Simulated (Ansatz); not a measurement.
The system is S.

```
S
1.0
     5.40900    3.12289    1.42667
    -5.40900    3.12289    1.42667
     0.00000   -6.24578    1.42667
S
6
Direct
  0.85170 0.08270 0.74910
  0.08270 0.74910 0.85170
  0.74910 0.85170 0.08270
  0.14830 0.91730 0.25090
  0.91730 0.25090 0.14830
  0.25090 0.14830 0.91730
```

This isn't the form of S at room conditions, which is orthorhombic, of S8 rings.

Base run:

```yaml
Program: Ansatz 0.2.0
Functional: PBEsol
Dispersion: D3(BJ)
Potentials_or_basis: Ansatz PAW
Cutoff: "420 eV (not typed: the program's choice for these potentials)"
k_mesh: 7 × 7 × 7
Occupations: gaussian, width 0.05 eV
Spin: no spin polarisation
```

Its results: band gap on the k mesh 2.05 eV, indirect (least direct gap 2.13 eV); pressure -0.6 GPa; largest force 0.309 eV/Å.

Task: The run is repeated on the same cell with these changes: functional from PBEsol to RPBE; dispersion from D3(BJ) to none. What comes out?

Result: Band gap on the k mesh 2.23 eV, indirect (least direct gap 2.30 eV); pressure 4.9 GPa; largest force 0.456 eV/Å.

Several settings changed at once, so the effect can't be laid on one alone.

Caveats: odd divisions of the mesh miss points on the zone boundary, where band edges often lie, so the gap on the mesh can be too wide; the PAW data sets come from PBE, with cores solved anew for the run's functional, which leaves a small shift of forces and pressure.

A k mesh can miss the band edges.
